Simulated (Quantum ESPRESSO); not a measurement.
Runs of Quantum ESPRESSO 7.5 on PbS (Galena). Symmetry: Fm-3m, No. 225, cubic system. The conventional cell has a = 5.931 Å, b = 5.931 Å, c = 5.931 Å, α = 90.00°, β = 90.00°, γ = 90.00°. Around Pb (site symmetry m-3m) lie 6 S at 2.97 Å. S (site symmetry m-3m) has 6 Pb at 2.97 Å as nearest neighbours. 

```tsv
level	potentials or basis	k mesh	form of the LDA correlation	pressure (GPa)
LDA	PseudoDojo 0.4.1 SR LDA standard	8 × 8 × 8, shifted	PW92	-2.6
AM05	PseudoDojo 0.4.1 SR PBE standard	8 × 8 × 8, shifted	-	(a)
PBEsol	PseudoDojo 0.4.1 SR PBEsol standard	8 × 8 × 8, shifted	-	-0.8
LDA	PseudoDojo 0.4.1 SR LDA standard	10 × 10 × 10, shifted	PW92	-2.6
```

Alike in all rows: task dielectric tensor; no spin polarisation; cell as given; cutoff (eV) 762; smearing fermi-dirac 0.05 eV.

**Question.** Fill in the values left out.

**Answer.** (a) -0.2.

Caveats: the potentials were made for another functional, which shifts forces and pressure (some runs).

Runs at the PBE level aren't shown here.
